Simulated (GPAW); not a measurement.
V:

```
V
1.0
    -1.51435    1.51435    1.51435
     1.51435   -1.51435    1.51435
     1.51435    1.51435   -1.51435
V
1
Cartesian
  0.0000 0.0000 0.0000
```

Base run:

- Program: GPAW 26.7.0
- Functional: RPBE
- Potentials or basis: the program's PAW data sets (release 1.2.1) made for this functional
- Cutoff: 600 eV
- Basis: pw
- k mesh: 12 × 12 × 12
- Occupations: fermi-dirac, width 0.05 eV
- Spin: collinear spin, ferromagnetic start
- Starting moments: [2.0] μB

Its results: pressure 0.3 GPa; net moment 0.00 μB per cell.

The run is repeated on the same cell with these changes: functional from RPBE to LDA; band points from 100 to 60. What comes out?

Pressure -17.1 GPa; net moment 0.00 μB per cell.

Caveats: so large a pressure means that the cell lies far from this level's equilibrium, or that cutoff or potentials fall short (some runs).
